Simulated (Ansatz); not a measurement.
# HfO2 (Pca2_1) in Ansatz: further runs

The runs below take HfO2 through single point, equation of state, with RPBE+D3(BJ).

Everything below comes from runs of Ansatz 0.2.0. Logs are shortened: lines on timing, memory, paths and dates and some standing lists are left out, and cuts for length are marked.

## (1) The structure

Symmetry: Pca2_1, No. 29, orthorhombic system. The conventional cell has a = 5.219 Å, b = 5.005 Å, c = 5.033 Å, α = 90.00°, β = 90.00°, γ = 90.00°. Hf (site symmetry 1) is surrounded by 7 O at 2.02 to 2.23 Å. O (site symmetry 1) is surrounded by 3 Hf at 2.02 to 2.13 Å. Around O (site symmetry 1) lie 4 Hf at 2.11 to 2.23 Å.

Measurements of this composition are mostly on another form, of space group No. 14.

## (2) Single point, RPBE+D3(BJ), 10.30 Å³/atom (volume scaled by 0.94)

input.yaml

```yaml
crystal:
  lattice:
    - [5.1129138024, 0.0, 0.0]
    - [0.0, 4.9025969881, 0.0]
    - [0.0, 0.0, 4.9299483645]
  atoms:
    - { symbol: Hf, position: [0.966994, 0.73252082, 0.74144035] }
    - { symbol: Hf, position: [0.533006, 0.73252082, 0.24144035] }
    - { symbol: Hf, position: [0.466994, 0.26747918, 0.74144035] }
    - { symbol: Hf, position: [0.033006, 0.26747918, 0.24144035] }
    - { symbol: O, position: [0.63212745, 0.9286454, 0.87926726] }
    - { symbol: O, position: [0.86787255, 0.9286454, 0.37926726] }
    - { symbol: O, position: [0.23394852, 0.53988305, 0.49229239] }
    - { symbol: O, position: [0.26605148, 0.53988305, 0.99229239] }
    - { symbol: O, position: [0.76605148, 0.46011695, 0.99229239] }
    - { symbol: O, position: [0.73394852, 0.46011695, 0.49229239] }
    - { symbol: O, position: [0.13212745, 0.0713546, 0.87926726] }
    - { symbol: O, position: [0.36787255, 0.0713546, 0.37926726] }
hamiltonian:
  xc: rpbe
  pseudopotentials: { kind: paw }
  dispersion: d3bj
kpoints:
  mp_grid: { grid: [5, 6, 5] }
scf:
  occupations: { method: fermi_dirac, width: 0.05 }
output:
  forces: true
  stress: true
  eigenvalues: true
  write_density: true
  write_potential: true
  elf: true
  volumetric_format: npy
```

Potentials or basis: Ansatz PAW.

Command:

```bash
> ansatz run input.yaml --threads 2 --pin off --max-ram 5120MiB --backend cpu --events-out ev --progress --plain --runs-dir out
```

Output:

```text
Warning: RAYON_NUM_THREADS=2 ignored (pool sized by the plan → 2); use --threads N
Engine: ansatz 0.2.0, x86_64-unknown-linux-gnu
Pseudopotentials: kind: paw
Pseudopotential: Hf, paw, valence charge 26, recommended cutoff 420 eV (normal), Hf.paw.azcp
Pseudopotential: O, paw, valence charge 6, recommended cutoff 420 eV (normal), O.paw.azcp
Functional definition: RPBE
  parameter kappa = 0.804
  parameter beta = 0.06672455060314922
  exchange = rpbe_x(kappa = kappa, mu = beta*pi^2/3)
  correlation = pbe_c(beta = beta)
Crystal: 12 atoms, lattice volume = 123.577 Å³
Basis set: ecut = 420 eV, 2417 PW (Γ), exchange–correlation on 72×72×72 points (8 copies of the dense FFT grid, shifted against one another)
Bands: 92, of which v1, the nominal top of the filled ones, is band 76 counted from 1 (75 counted from 0)
Symmetry: 4 space group operations
Space group: Pca21 (ITA 29), of the structure as read, at distance tolerance 5.0e-5 Å
k-points: 36 of 150 (time reversal used)
Non-local potential: Hf, projectors of the file, l = 0: 3, l = 1: 2, l = 2: 2, l = 3: 3
Non-local potential: O, projectors of the file, l = 0: 2, l = 1: 2, l = 2: 1
PAW form: soft (Blöchl's): semilocal exchange-correlation on the pseudo side does not see the compensation charge
PAW frozen core: Hf, regenerated for the run's functional, and the local potential with it (the file was generated under x = pbe(κ = 0.804, μ = 0.2195149727645171), c = pbe(β = 0.06672455060314922))
PAW frozen core: O, regenerated for the run's functional, and the local potential with it (the file was generated under x = pbe(κ = 0.804, μ = 0.2195149727645171), c = pbe(β = 0.06672455060314922))
PAW one-centre angular grid: Hf, 590 points (default); XC on 64 Gauss nodes
PAW one-centre angular grid: O, 110 points (default); XC on 64 Gauss nodes
Initial density: superposition of atomic densities (neutral atoms: chi_scale 0, normalization atom), corrected by the library's trained network
Initial wavefunctions: pseudopotential atomic-orbital guess
Functional: x = rpbe, c = pbe(β = 0.06672455060314922)
SCF iter   1: F=—  HF=-67524.466382 eV  |F-HF|=—  |Δ(HF+E_count)|=         —  Δρ=5.45e-3  dr2=2.81e-2  ethr=1.77e-3  ⟨swp⟩=5.8  Hψ=10402  notcnv=0  defer=106
preconditioner: auto → Resta (q_TF=auto, 2.824 Å⁻¹)  ε∞=5.6  [insulator: Δε(μ)=4.823 eV  Ē_g=18.685 eV  σ=0.050 eV  W_gap=1.00  n_scr=40 (ndim 8)  ℏωp=40.1 eV  f_vac=0.031  D(μ)=0.00/eV (n_scr^D=0)  ε∞_Penn≈5.6]
SCF iter   2: F=—  HF=-67524.463786 eV  |F-HF|=—  |Δ(HF+E_count)|=   2.60e-3  Δρ=2.75e-3  dr2=4.62e-3  ethr=1.85e-5  ⟨swp⟩=2.0  Hψ=5903  notcnv=0  defer=131
SCF iter   3: F=—  HF=-67524.465125 eV  |F-HF|=—  |Δ(HF+E_count)|=   1.34e-3  Δρ=1.11e-3  dr2=1.21e-3  ethr=3.04e-6  ⟨swp⟩=2.0  Hψ=5071  notcnv=0  defer=131
SCF iter   4: F=—  HF=-67524.465513 eV  |F-HF|=—  |Δ(HF+E_count)|=   3.88e-4  Δρ=2.53e-4  dr2=7.43e-5  ethr=7.93e-7  ⟨swp⟩=2.0  Hψ=5007  notcnv=0  defer=131
SCF iter   5: F=—  HF=-67524.465808 eV  |F-HF|=—  |Δ(HF+E_count)|=   2.95e-4  Δρ=1.59e-4  dr2=2.46e-5  ethr=4.88e-8  ⟨swp⟩=2.0  Hψ=5707  notcnv=0  defer=131
SCF iter   6: F=—  HF=-67524.465816 eV  |F-HF|=—  |Δ(HF+E_count)|=   7.68e-6  Δρ=4.79e-5  dr2=2.59e-6  ethr=1.62e-8  ⟨swp⟩=2.0  Hψ=5131  notcnv=0  defer=131
SCF iter   7: F=—  HF=-67524.465817 eV  |F-HF|=—  |Δ(HF+E_count)|=   1.20e-6  Δρ=1.91e-5  dr2=4.42e-7  ethr=1.71e-9  ⟨swp⟩=2.0  Hψ=5707  notcnv=0  defer=131
SCF iter   8: F=-67524.465817 eV  HF=-67524.465817 eV  |F-HF|=9.94e-8  |Δ(HF+E_count)|=   1.89e-7  Δρ=8.58e-6  dr2=7.52e-8  ethr=6.58e-11  ⟨swp⟩=14.6  Hψ=27994  notcnv=0
SCF 1 converged in 8 iterations: F = -67524.465817 eV  dr2 = 7.52e-8
  Residual-converged pass: ⟨swp⟩=1.0  Hψ=3456  notcnv=0  max |occ|·‖R‖ = 7.1e-9 eV (tolerance 1.0e-8 eV)  dr2=7.52e-8  dr2_onsite=9.40e-8  max |Δocc| = 0.0e0
SCF converged after 8 iterations
Free energy (F): -67524.465817 eV
Harris-Foulkes:  -67524.465817 eV  (|F-HF|=9.94e-8)
Internal energy: -67524.465817 eV  (E = F + TS)
E sigma→0 (E₀):  -67524.465817 eV
Fermi energy:    18.964852 eV
--- Per-component energies (eV) ---
  E_band       = 404.139730
  E_kinetic    = 3128.110090
  E_local      = -22642.750280  (includes V_loc(G=0)·N_el)
  E_nonlocal   = -4596.176207
  E_hartree    = 10470.162418
  E_xc         = -1805.807778
  E_vxc        = -1833.866008  (∫ρ·V_xc dr)
  E_paw        = -29041.133294  (= ΣΔE_a)
  E_vpaw       = 5408.487200  (= ΣTr[D̂ρ^β])
  E_aug_tail   = 0.019885  (compensation charges beyond the density's cutoff)
  E_ewald      = -23019.512052
  E_disp       = -16.467482  (pairwise vdW)
  E_core_change = -0.911118  (= ΣΔE_core)
  E_smearing   = -0.000000  (= −TS)
  E_closure    = -0.000000  (closes the sum)
  Σ components = -67524.465817   (vs F -67524.465817, Δ=0.00e0)
--- Forces (eV/Å), atoms counted from 1 ---
  atom   1  Hf     0.32245525    -0.24270718     0.24351994
  atom   2  Hf    -0.32245525    -0.24270718     0.24351994
  atom   3  Hf     0.32245525     0.24270718     0.24351994
  atom   4  Hf    -0.32245525     0.24270718     0.24351994
  atom   5  O     -0.09155719    -0.19925593    -0.08493180
  atom   6  O      0.09155719    -0.19925593    -0.08493180
  atom   7  O      0.19834073     0.32466638    -0.15861869
  atom   8  O     -0.19834073     0.32466638    -0.15861869
  atom   9  O     -0.19834073    -0.32466638    -0.15861869
  atom  10  O      0.19834073    -0.32466638    -0.15861869
  atom  11  O     -0.09155719     0.19925593    -0.08493180
  atom  12  O      0.09155719     0.19925593    -0.08493180
  max |Σ_I F_I| component: 1.22e-4 eV/Å
--- Stress (GPa, compression-positive) ---
        9.856487      -0.000000      -0.000000
       -0.000000      10.989786       0.000000
       -0.000000       0.000000       8.824953
  P = ⅓ Tr σ = 9.8904 GPa (98.904 kbar)
--- Band table (eV; the first three rows and the last of 36) ---
  k-point 0: bands = ["-43.4215", "-43.3919", "-43.3916", "-43.3890", "-12.7211", "-12.7017", "-12.6913", "-12.3249", "-12.2602", "-12.2452", "-12.2282", "-12.2082", "-12.1951", "-12.0634", "-12.0408", "-12.0357", "-2.0623", "-0.5289", "-0.3277", "-0.3085", "0.3773", "0.4278", "0.4747", "0.6736", "6.7537", "6.7653", "6.7704", "6.7729", "6.7790", "6.7803", "6.7846", "6.7860", "6.7880", "6.7940", "6.7953", "6.7980", "6.8017", "6.8054", "6.8079", "6.8093", "6.8108", "6.8154", "6.8168", "6.8243", "6.8302", "6.8359", "6.8387", "6.8413", "6.8594", "6.8766", "6.8814", "6.9585", "10.6908", "10.8306", "10.9714", "11.6090", "11.8232", "11.8343", "13.3590", "13.4255", "13.4435", "13.4823", "13.9617", "14.1884", "14.4697", "14.5241", "14.6492", "14.9162", "15.1008", "15.2893", "15.4813", "15.6519", "15.9202", "16.4695", "16.5930", "16.5955", "21.9494", "22.2069", "22.3382", "22.8058", "22.9171", "23.0919", "23.0920", "23.3928", "23.5276", "24.0167", "24.6263", "24.6311", "24.8825", "24.9515", "25.7861", "25.8076"]
  k-point 1: bands = ["-43.4184", "-43.3921", "-43.3918", "-43.3916", "-12.6706", "-12.6653", "-12.6618", "-12.3766", "-12.2697", "-12.2510", "-12.2507", "-12.2099", "-12.1643", "-12.0893", "-12.0779", "-12.0556", "-1.8589", "-0.5013", "-0.3403", "-0.3207", "0.2361", "0.4375", "0.4718", "0.6019", "6.7519", "6.7641", "6.7691", "6.7716", "6.7741", "6.7813", "6.7840", "6.7885", "6.7889", "6.7938", "6.7965", "6.7973", "6.8016", "6.8024", "6.8075", "6.8088", "6.8128", "6.8205", "6.8212", "6.8277", "6.8323", "6.8349", "6.8364", "6.8378", "6.8560", "6.8787", "6.8788", "6.9452", "10.8565", "10.9070", "11.1898", "11.6877", "11.9212", "12.2657", "12.9790", "13.0582", "13.3679", "13.5289", "13.6819", "14.2917", "14.2995", "14.4218", "14.5647", "15.1200", "15.1515", "15.3424", "15.5470", "15.5734", "15.6780", "16.4023", "16.4918", "16.5163", "21.8005", "22.1991", "22.2478", "22.7359", "22.9238", "23.1246", "23.1717", "23.3259", "24.0106", "24.2820", "24.6848", "24.7729", "24.8476", "25.0607", "25.7005", "26.0312"]
  k-point 2: bands = ["-43.4103", "-43.4002", "-43.3917", "-43.3916", "-12.5922", "-12.5622", "-12.5478", "-12.4865", "-12.3633", "-12.3029", "-12.2317", "-12.2316", "-12.1408", "-12.1239", "-12.1121", "-12.0905", "-1.3256", "-0.6793", "-0.4380", "-0.3776", "0.2136", "0.4162", "0.4538", "0.4646", "6.7509", "6.7551", "6.7704", "6.7710", "6.7733", "6.7749", "6.7788", "6.7836", "6.7961", "6.7972", "6.7989", "6.8018", "6.8028", "6.8083", "6.8109", "6.8109", "6.8168", "6.8170", "6.8208", "6.8217", "6.8313", "6.8315", "6.8406", "6.8410", "6.8617", "6.8715", "6.8854", "6.9117", "10.9898", "11.3259", "11.7665", "12.0149", "12.3376", "12.4925", "12.5339", "12.5900", "12.8535", "13.5504", "13.6072", "13.8309", "14.2404", "14.4749", "14.6256", "14.6431", "14.6558", "15.1365", "15.6590", "15.7041", "16.1482", "16.3513", "16.3596", "16.3775", "21.5873", "21.7863", "22.2538", "22.4413", "23.2027", "23.2445", "23.2597", "23.3733", "24.6655", "24.7026", "24.7278", "24.8077", "25.1993", "25.2467", "25.8724", "26.4280"]
  k-point 35: bands = ["-43.4019", "-43.3994", "-43.3967", "-43.3958", "-12.6981", "-12.6882", "-12.6607", "-12.6511", "-12.1927", "-12.1739", "-12.1512", "-12.1422", "-12.1137", "-12.1130", "-12.0966", "-12.0838", "-0.9527", "-0.8238", "-0.7365", "-0.7197", "0.4127", "0.4688", "0.4904", "0.5596", "6.7621", "6.7643", "6.7668", "6.7674", "6.7763", "6.7774", "6.7817", "6.7828", "6.7887", "6.7933", "6.7966", "6.7984", "6.8068", "6.8069", "6.8124", "6.8142", "6.8194", "6.8222", "6.8223", "6.8250", "6.8345", "6.8373", "6.8373", "6.8390", "6.8597", "6.8615", "6.8655", "6.8710", "11.7280", "11.9475", "12.0526", "12.1572", "12.3011", "12.3418", "12.4357", "12.6806", "13.3906", "13.5048", "13.7546", "13.8158", "14.2954", "14.3299", "14.4495", "14.6861", "14.9858", "15.0727", "15.1160", "15.3132", "15.5365", "15.7596", "15.8388", "15.9944", "21.4242", "21.6168", "21.7284", "21.9977", "22.7908", "22.9042", "23.1917", "23.3032", "23.9808", "24.3120", "24.3204", "24.6694", "25.8502", "26.0778", "26.1414", "26.4491"]
```

It took 29 s on 2 threads of AMD EPYC 7B13 (Zen 3), shared host; peak memory 0.66 GiB.

What came out:

```yaml
Free_energy: -67524.4658 eV
Pressure: 9.9 GPa
Largest_force: 0.471 eV/Å
Band_gap_on_the_k_mesh: 4.77 eV, indirect (least direct gap 4.95 eV)
```

Caveat: odd divisions of the mesh miss points on the zone boundary, where band edges often lie, so the gap on the mesh can be too wide; the pressure holds a Pulay correction of +0.8 GPa for the finite cutoff; spin-orbit coupling is left out, which moves the levels of the heavy elements; the PAW data sets come from PBE, with cores solved anew for the run's functional, which leaves a small shift of forces and pressure.

(Part 1 of 2 ends here.)
